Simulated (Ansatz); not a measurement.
# Al: the cost of one run

Method: DFT PBE+D3(BJ), scalar-relativistic, plane waves, PAW, in Ansatz 0.2.0.

12 further runs of the same task are left out: 1 for a known fault of the program, 11 set aside as unsound or not needed.

**1. The starting structure**

It takes space group P6_3/mmc (No. 194, hexagonal). The conventional cell has a = 2.804 Å, b = 2.804 Å, c = 4.675 Å, α = 90.00°, β = 90.00°, γ = 120.00°. Around Al (site symmetry -6m2) lie 12 Al at 2.80 to 2.84 Å.

As a file:

```xyz
2
Lattice="2.8036 0.0000 0.0000 -1.4018 2.4280 0.0000 0.0000 0.0000 4.6751" Properties=species:S:1:pos:R:3 pbc="T T T"
Al    1.4018    0.8093    3.5063
Al    0.0000    1.6186    1.1688
```

It goes back to an entry of the Materials Project, which need not be the stable form.

It is the result of an earlier relaxation at this level (volume 15.91 Å³/atom; gap on the mesh: none (metal)).

**3. Plan of the scan**

Gamma surface: rigid slide across a plane, one fault a cell; the plane is (0 0 1) of the conventional cell.

First coordinate, slide along a1: 9 values from 0.000 to 0.889, periodic. Second coordinate, slide along a2: 9 values from 0.000 to 0.889, periodic.

Nothing else is relaxed (rigid halves, spacing across the cut fixed). Energies count from the perfect crystal. Points are written as (first, second).

The two vectors of the plane (Å): (-2.804, 0.000, 0.000); (-1.402, -2.428, 0.000).

(The set-up runs are not shown.)

**4. Grid point (6/9, 6/9) of the map's two axes**

input.yaml

```yaml
crystal:
  lattice:
    - [-2.803570076, 0.0, 0.0]
    - [-1.401785038, -2.4279629071, 0.0]
    - [-2.803570076, -1.6186419381, 14.0252688885]
  atoms:
    - { symbol: Al, position: [0.6111, 0.6111, 0.08335] }
    - { symbol: Al, position: [0.3888777778, 0.3888777778, 0.4166833333] }
    - { symbol: Al, position: [0.1666555556, 0.1666555556, 0.7500166667] }
    - { symbol: Al, position: [-0.2777888889, -0.2777888889, 0.9166833333] }
    - { symbol: Al, position: [0.1666555556, 0.1666555556, 0.2500166667] }
    - { symbol: Al, position: [-0.0555666667, -0.0555666667, 0.58335] }
basis:
  ecutwfc: 420
kpoints:
  mp_grid: { grid: [18, 18, 3] }
hamiltonian:
  xc: pbe
  pseudopotentials: { kind: paw, azcp: { folder: soft_1 } }
  dispersion: d3bj
scf:
  occupations: { method: gaussian, width: 0.15 }
output:
  forces: true
  stress: true
  eigenvalues: true
```

Run with:

```console
ansatz run input.yaml --threads 2 --pin off --max-ram 4096MiB --backend cpu --events-out ev --progress --plain --runs-dir out
```

**Question.** How long does this run take on 2 threads of Arm Neoverse N1, shared host, and how much memory does it need?

About 21 s, with a peak of 0.56 GiB.
